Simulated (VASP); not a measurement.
# Te2Mo (P6_3/mmc) in VASP: notebook

Aim: see how the results for Te2Mo move with the level of theory and the settings. Levels: PBE+D3(BJ), PBE. Tasks: relaxation of cell and atoms.

Program: VASP 6.6.1. These are calculated values, not measurements. Logs are shortened: lines on timing, memory, paths and dates and some standing lists are left out, and cuts for length are marked.

### Step 1. The crystal as given

Symmetry: P6_3/mmc, No. 194, hexagonal system. Conventional cell: a = 3.518 Å, b = 3.518 Å, c = 13.974 Å, α = 90.00°, β = 90.00°, γ = 120.00°. Te (site symmetry 3m) is surrounded by 3 Mo at 2.72 Å. Mo (site symmetry -6m2) has 6 Te at 2.72 Å as nearest neighbours.

### Step 2. Relaxation of cell and atoms, PBE+D3(BJ)

The input, INCAR:

```
SYSTEM = Te2Mo
ALGO     = Normal         ! electronic algorithm
EDIFF    = 1E-6           ! SCF threshold, eV
EDIFFG   = -0.01          ! ionic threshold
ENCUT    = 600            ! plane-wave cutoff, eV
GGA      = PE             ! functional
IBRION   = 2              ! ionic algorithm
ISIF     = 3              ! what is computed and relaxed
ISMEAR   = 0              ! smearing method
IVDW     = 12             ! dispersion correction
KPAR     = 4            
LASPH    = .TRUE.         ! aspherical terms in the spheres
LCHARG   = .FALSE.        ! write CHGCAR
LREAL    = .FALSE.        ! projectors in reciprocal space
LWAVE    = .FALSE.        ! write WAVECAR
NELM     = 80             ! most SCF steps
NSW      = 90             ! ionic steps
PREC     = Accurate       ! precision mode
SIGMA    = 0.03           ! smearing width, eV
```

The input, KPOINTS:

```
k-points
0
G
  9 9 2
  0 0 0
```

The input, POSCAR:

```
Te2Mo
1.0
    3.5182000000      0.0000000000      0.0000000000
   -1.7591000000      3.0468505756      0.0000000000
    0.0000000000      0.0000000000     13.9736000000
Te Mo
4 2
Direct
    0.3333333333      0.6666666667      0.6210000000
    0.6666666667      0.3333333333      0.1210000000
    0.3333333333      0.6666666667      0.8790000000
    0.6666666667      0.3333333333      0.3790000000
    0.3333333333      0.6666666667      0.2500000000
    0.6666666667      0.3333333333      0.7500000000
```

Potentials or basis: VASP PAW PBE potentials, release 64 (Te, Mo_sv).

Run with:

```sh
> cat potpaw_PBE.64/Te/POTCAR potpaw_PBE.64/Mo_sv/POTCAR > POTCAR
> mpirun -np 4 vasp_std > vasp.out
```

OUTCAR:

```text
SYSTEM = Te2Mo
   EDIFF = 1E-6
   EDIFFG = -0.01
   ENCUT = 600
   GGA = PE
   IBRION = 2
   ISIF = 3
   ISMEAR = 0
   IVDW = 12
   LASPH = .TRUE.
   LREAL = .FALSE.
   NELM = 80
   NSW = 90
   PREC = Accurate
 IVDW          = 12

 ion  position               nearest neighbor table
   1  0.333  0.667  0.621-   6 2.72   6 2.72   6 2.72   3 3.61
   2  0.667  0.333  0.121-   5 2.72   5 2.72   5 2.72   4 3.61
   3  0.333  0.667  0.879-   6 2.72   6 2.72   6 2.72   1 3.61
   4  0.667  0.333  0.379-   5 2.72   5 2.72   5 2.72   2 3.61
   5  0.333  0.667  0.250-   2 2.72   4 2.72   2 2.72   4 2.72   2 2.72   4 2.72
   6  0.667  0.333  0.750-   1 2.72   3 2.72   1 2.72   3 2.72   1 2.72   3 2.72

  LATTYP: Found a hexagonal cell.
 ALAT       =     3.5182000000
 C/A-ratio  =     3.9718037633

  Lattice vectors:

 A1 = (   3.5182000000,   0.0000000000,   0.0000000000)
 A2 = (  -1.7591000000,   3.0468505756,   0.0000000000)
 A3 = (   0.0000000000,   0.0000000000,  13.9736000000)

Analysis of symmetry for initial positions (statically):
=====================================================================
 Subroutine PRICEL returns:
 Original cell was already a primitive cell.

 Routine SETGRP: Setting up the symmetry group for a
 hexagonal supercell.

 Subroutine GETGRP returns: Found 24 space group operations
 (whereof 12 operations were pure point group operations)
 out of a pool of 24 trial point group operations.

The static configuration has the point symmetry D_3d.
 The point group associated with its full space group is D_6h.

Analysis of symmetry for dynamics (positions and initial velocities):
=====================================================================
 Subroutine PRICEL returns:
 Original cell was already a primitive cell.

 Routine SETGRP: Setting up the symmetry group for a
 hexagonal supercell.

 Subroutine GETGRP returns: Found 24 space group operations
 (whereof 12 operations were pure point group operations)
 out of a pool of 24 trial point group operations.

The dynamic configuration has the point symmetry D_3d.
 The point group associated with its full space group is D_6h.

 Subroutine INISYM returns: Found 24 space group operations
 (whereof 12 operations are pure point group operations),
 and found     1 'primitive' translations

----------------------------------------------------------------------------------------

                                     Primitive cell

  volume of cell :     149.7890

  direct lattice vectors                    reciprocal lattice vectors
     3.518200000  0.000000000  0.000000000     0.284236257  0.164103880  0.000000000
[... 88 lines left out ...]
   LNONCOLLINEAR =      F non collinear calculations
   LSORBIT =      F    spin-orbit coupling
   LASPH  =      T    aspherical Exc in radial PAW
   ENCUT  =  600.0 eV  44.10 Ry    6.64 a.u.   7.03  7.03 27.91*2*pi/ulx,y,z
   NELM   =     80;   NELMIN=  2; NELMDL= -5     # of ELM steps
   EDIFF  = 0.1E-05   stopping-criterion for ELM
   LREAL  =      F    real-space projection
   EDIFFG = -.1E-01   stopping-criterion for IOM
   NSW    =     90    number of steps for IOM
   IBRION =      2    ionic relax: 0-MD 1-quasi-New 2-CG
   NFREE  =      1    steps in history (QN), initial steepest desc. (CG)
   ISIF   =      3    stress and relaxation
   ISYM   =      2    0-nonsym 1-usesym 2-fastsym
   POTIM  = 0.5000    time-step for ionic-motion
   TEBEG  =    0.0;   TEEND  =   0.0 temperature during run
   PSTRESS=    0.0 pullay stress
   NELECT =      52.0000    total number of electrons
   NUPDOWN=      -1.0000    fix difference up-down
   EMIN   =  10.00;   EMAX   =-10.00  energy-range for DOS
   EFERMI =   0.00;   METHOD = LEGACY
   ISMEAR =     0;   SIGMA  =   0.03  broadening in eV -4-tet -1-fermi 0-gaus
   EFERMI_NEDOS =   21; number of points for ismear=-14 and -15
   IALGO  =     38    algorithm
   IMIX   =      4    mixing-type and parameters
     AMIX     =   0.40;   BMIX     =  1.00
     AMIX_MAG =   1.60;   BMIX_MAG =  1.00
  volume/ion in A,a.u.               =      24.96       168.47
  Fermi-wavevector in a.u.,A,eV,Ry     =   1.150578  2.174277 18.011787  1.323829
  Thomas-Fermi vector in A             =   2.287241
   LORBIT       =      0    0 simple, 1 ext, 2 COOP (PROOUT), +10 PAW based schemes
   GGA     = PE    functional components
   LHFCALC =     F    Hartree Fock is set to
   AEXX    =    0.0000 exact exchange contribution
   IVDW    =    12    specifies the selected vdW correction
   LEPSILON=     F    determine dielectric tensor
   LRPA    =     F    only Hartree local field effects (RPA)
 conjugate gradient relaxation of ions
 non-spin polarized calculation
 Gauss-broadening in eV      SIGMA  =   0.03
  energy-cutoff  :      600.00
  volume of cell :      149.79
 maximum number of plane-waves:      5038
   NGX = 15   NGY = 15   NGZ = 55

--------------------------------------- Ionic step        1  -------------------------------------------

 number of electron      52.0000001 magnetization

 Free energy of the ion-electron system (eV)
  ---------------------------------------------------
  ext. energy  EPLUGINS =         0.00000000
  ---------------------------------------------------
  free energy    TOTEN  =       -35.98684795 eV

  energy without entropy =      -35.98684795  energy(sigma->0) =      -35.98684795

------------------------ aborting loop because EDIFF is reached ----------------------------------------

 Edisp (eV)   -3.21953

 E8    (eV) :    -1.4845
[... 117 lines left out ...]
  FREE ENERGIE OF THE ION-ELECTRON SYSTEM (eV)
  ---------------------------------------------------
  free  energy   TOTEN  =       -39.2170381376 eV

  energy  without entropy=      -39.2170381376  energy(sigma->0) =      -39.21703814

[... ionic steps 4 to 8 ...]

--------------------------------------- Ionic step        9  -------------------------------------------

 number of electron      51.9999998 magnetization

------------------------ aborting loop because EDIFF is reached ----------------------------------------
[... 83 lines left out ...]
--------------------------------------- Ionic step       11  -------------------------------------------

 number of electron      51.9999998 magnetization

 Free energy of the ion-electron system (eV)
  ---------------------------------------------------
  ext. energy  EPLUGINS =         0.00000000
  ---------------------------------------------------
  free energy    TOTEN  =       -35.90506515 eV

  energy without entropy =      -35.90506515  energy(sigma->0) =      -35.90506515

 E-fermi :   8.8496     XC(G=0): -10.6463

 val. band max:        8.6430912341   @ k =   0.0000   0.0000   0.0000
 cond. band min:       9.3083394013   @ k =   0.2222   0.2222   0.0000
 fundamental gap:      0.6652481672
 Fermi energy:         8.8495662914

 k-point     1 :       0.0000    0.0000    0.0000
  band No.  band energies     occupation
      1     -52.2104      2.00000
      2     -52.2104      2.00000
      3     -26.3885      2.00000
      4     -26.3884      2.00000
      5     -26.2464      2.00000
      6     -26.2464      2.00000
[... 842 lines left out ...]
  FREE ENERGIE OF THE ION-ELECTRON SYSTEM (eV)
  ---------------------------------------------------
  free  energy   TOTEN  =       -39.2317476202 eV

  energy  without entropy=      -39.2317476202  energy(sigma->0) =      -39.23174762

 reached required accuracy - stopping structural energy minimisation
```

CONTCAR:

```text
Te2Mo
   1.00000000000000
     3.4956786070269104   -0.0000000000000000    0.0000000000000000
    -1.7478393035134552    3.0273464771565823   -0.0000000000000000
    -0.0000000000000000   -0.0000000000000000   13.6948374266465827
  Te              Mo
     4     2
Direct
     0.3333333332999970    0.6666666667000030    0.6172428416304346
     0.6666666667000030    0.3333333332999970    0.1172428416304346
     0.3333333332999970    0.6666666667000030    0.8827571583695654
     0.6666666667000030    0.3333333332999970    0.3827571583695654
     0.3333333332999970    0.6666666667000030    0.2500000000000000
     0.6666666667000030    0.3333333332999970    0.7500000000000000

  0.00000000E+00  0.00000000E+00  0.00000000E+00
  0.00000000E+00  0.00000000E+00  0.00000000E+00
  0.00000000E+00  0.00000000E+00  0.00000000E+00
  0.00000000E+00  0.00000000E+00  0.00000000E+00
  0.00000000E+00  0.00000000E+00  0.00000000E+00
  0.00000000E+00  0.00000000E+00  0.00000000E+00
```

It took 4.4 min on 4 MPI ranks of Intel Xeon Platinum 8259CL at 2.50GHz (Skylake/Cascade Lake), shared host; peak memory 0.38 GiB.

Results:

| Item | Value |
| --- | --- |
| Free energy | -39.2317 eV |
| Relaxed volume | 24.15 Å³/atom |
| Relaxed cell | a = 3.496 Å, b = 3.496 Å, c = 13.695 Å, α = 90.00°, β = 90.00°, γ = 120.00° |
| Space group after relaxing (to 0.05 Å) | P6_3/mmc (No. 194) |
| Energy gained by relaxing | 4.2 meV/atom |
| Ionic steps | 11 |
| Pressure after relaxing | 0.0 GPa |
| Band gap on the k mesh | 0.67 eV, indirect (least direct gap 1.03 eV) |
| Dispersion energy per atom | -0.554 eV |

Forces in eV/Å, atoms in the order of the input:
```
Te   0.000  0.000 -0.003
Te   0.000  0.000 -0.003
Te   0.000  0.000  0.003
Te   0.000  0.000  0.003
Mo   0.000  0.000  0.000
Mo   0.000  0.000  0.000
```

The path:
| step | energy change (eV) | largest force (eV/Å) | pressure (GPa) | volume (Å³) |
| --- | --- | --- | --- | --- |
| 1 | 0.0000 | 0.1801 | -0.57 | 149.79 |
| 2 | -0.0099 | 0.1781 | 0.16 | 147.87 |
| 3 | -0.0107 | 0.1781 | 0.42 | 147.15 |
| 4 | -0.0138 | 0.0446 | -0.52 | 147.26 |
| 5 | -0.0143 | 0.0147 | -0.27 | 147.23 |
| 6 | -0.0201 | 0.0145 | -0.19 | 146.48 |
| 7 | -0.0252 | 0.0121 | -0.01 | 145.13 |
| 8 | -0.0254 | 0.0107 | 0.04 | 144.86 |
| 9 | -0.0254 | 0.0111 | 0.03 | 144.91 |
| 10 | -0.0253 | 0.0168 | -0.11 | 144.97 |
| 11 | -0.0254 | 0.0027 | -0.01 | 144.93 |

Final structure:
```xyz
6
Lattice="3.4957 0.0000 0.0000 -1.7478 3.0273 0.0000 0.0000 0.0000 13.6948" Properties=species:S:1:pos:R:3 pbc="T T T"
Te    0.0000    2.0182    8.4530
Te    1.7478    1.0091    1.6056
Te    0.0000    2.0182   12.0892
Te    1.7478    1.0091    5.2418
Mo    0.0000    2.0182    3.4237
Mo    1.7478    1.0091   10.2711
```

Caveat: spin-orbit coupling is left out, which moves the levels of the heavy elements; an odd mesh through Γ misses points on the zone boundary, where band edges often lie. A hybrid or GW would open this gap; PBE tends to underestimate it.

(Part 1 of 2 ends here.)
